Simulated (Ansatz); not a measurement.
Input and command of a calculation in Ansatz (plane waves; scalar-relativistic PAW potentials unless the input names others):

```yaml
crystal:
  lattice:
    - [0.0, 2.9898914986, 2.9438374306]
    - [2.9898914986, 0.0, 2.9438374306]
    - [2.9898914986, 2.9898914986, 0.0]
  atoms:
    - { symbol: Cd, position: [0.0, 0.0, 0.0] }
    - { symbol: Se, position: [0.75, 0.75, 0.75] }
basis:
  ecutwfc: "400 eV"
kpoints:
  mp_grid: { grid: [5, 5, 5] }
hamiltonian:
  xc: pbe
scf:
  occupations: { method: gaussian, width: 0.05 }
  algorithm: direct_min
output:
  forces: true
  eigenvalues: true
  stress: true
```

```bash
ansatz run input.yaml --threads 1 --pin off --max-ram 1331MiB --backend cpu --events-out ev --progress --plain --runs-dir out
```

Abridged log:
```
Warning: basis.ecutwfc = 400 eV is below the records' recommended 420 eV, and the density's cutoff is lower with it unless basis.ecutrho_ratio is high enough to keep the records' density cutoff: compare with a run at a higher cutoff
Pseudopotentials: kind: paw
Pseudopotential: Cd, paw, valence charge 20, recommended cutoff 420 eV (normal)
Pseudopotential: Se, paw, valence charge 16, recommended cutoff 420 eV (normal)
Functional definition: PBE
Crystal: 2 atoms, lattice volume = 52.633 Å³
Basis set: ecut = 400 eV, 941 PW (Γ), exchange–correlation on 60×60×60 points (8 copies of the dense FFT grid, shifted against one another)
Bands: 22, of which v1, the nominal top of the filled ones, is band 18 counted from 1 (17 counted from 0)
Symmetry: 8 space group operations
Space group: I-4m2 (ITA 119), of the structure as read, at distance tolerance 3.7e-5 Å
k-points: 18 of 125 (time reversal used)
Initial density: superposition of atomic densities (neutral atoms: chi_scale 0, normalization atom), corrected by the library's trained network
Initial wavefunctions: pseudopotential atomic-orbital guess
Functional: x = pbe(κ = 0.804, μ = 0.21951497), c = pbe(β = 0.06672455)
SCF iter   1: F=—  HF=-13724.642170 eV  |F-HF|=—  |Δ(HF+E_count)|=         —  Δρ=5.74e-4  dr2=2.49e-4  ethr=1.77e-3  ⟨swp⟩=8.0  Hψ=1690  notcnv=0
SCF iter   2: F=—  HF=-13724.642342 eV  |F-HF|=—  |Δ(HF+E_count)|=   1.73e-4  Δρ=3.34e-4  dr2=5.55e-5  ethr=6.93e-7  ⟨swp⟩=4.1  Hψ=1250  notcnv=0  defer=1
SCF iter   3: F=—  HF=-13724.642324 eV  |F-HF|=—  |Δ(HF+E_count)|=   1.86e-5  Δρ=7.68e-5  dr2=2.17e-6  ethr=6.25e-9  ⟨swp⟩=2.8  Hψ=1680  notcnv=0
SCF iter   4: F=—  HF=-13724.642322 eV  |F-HF|=—  |Δ(HF+E_count)|=   1.90e-6  Δρ=9.30e-6  dr2=5.93e-8  ethr=6.03e-9  ⟨swp⟩=3.0  Hψ=759  notcnv=0
SCF iter   5: F=-13724.642322 eV  HF=-13724.642322 eV  |F-HF|=1.42e-9  |Δ(HF+E_count)|=   3.77e-8  Δρ=1.90e-6  dr2=1.32e-9  ethr=1.65e-10  ⟨swp⟩=3.0  Hψ=860  notcnv=0
SCF 1 converged in 5 iterations: F = -13724.642322 eV  dr2 = 1.32e-9
  Residual-converged pass: ⟨swp⟩=3.0  Hψ=797  notcnv=0  max |occ|·‖R‖ = 6.1e-6 eV (tolerance 6.7e-6 eV) dr2=1.36e-9  dr2_onsite=3.41e-10  max |Δocc| = 1.4e-27
SCF converged after 5 iterations
Stability not checked: this state was not tested for a lower state beside it, because a direct minimisation reached the state, and no test of it is asked (direct_minimisation; see scf.lower_state_search)
Free energy (F): -13724.642322 eV
Harris-Foulkes:  -13724.642322 eV  (|F-HF|=1.42e-9)
Internal energy: -13724.642322 eV  (E = F + TS)
E sigma→0 (E₀):  -13724.642322 eV
Fermi energy:    8.874730 eV
--- Forces (eV/Å), atoms counted from 1 ---
  atom   1  Cd     0.00000000     0.00000000     0.00000000
  atom   2  Se     0.00000000     0.00000000     0.00000000
--- Stress (GPa, compression-positive) ---
        7.278056       0.000000       0.000000
        0.000000       7.278056       0.000000
        0.000000       0.000000       7.424048
  P = ⅓ Tr σ = 7.3267 GPa (73.267 kbar)
```

Apart from outputs and empty bands, the input differs from a reference run on usual settings in basis.ecutwfc: 420 → "400 eV"; scf.algorithm: not typed → "direct_min"; kpoints.mp_grid.grid: [10, 10, 10] → [5, 5, 5]. The reference, at the same geometry (not necessarily relaxed), gave pressure 7.26 GPa, largest force 0.000 eV/Å, gap on the mesh 0.71 eV. This run converged in 5 SCF iterations (reference: 6) with an energy at zero smearing 8.04 meV/atom above the reference's, pressure 7.33 GPa, largest force 0.000 eV/Å, gap on the mesh 0.71 eV. Its k mesh and cutoff are looser than usual, and the result moved.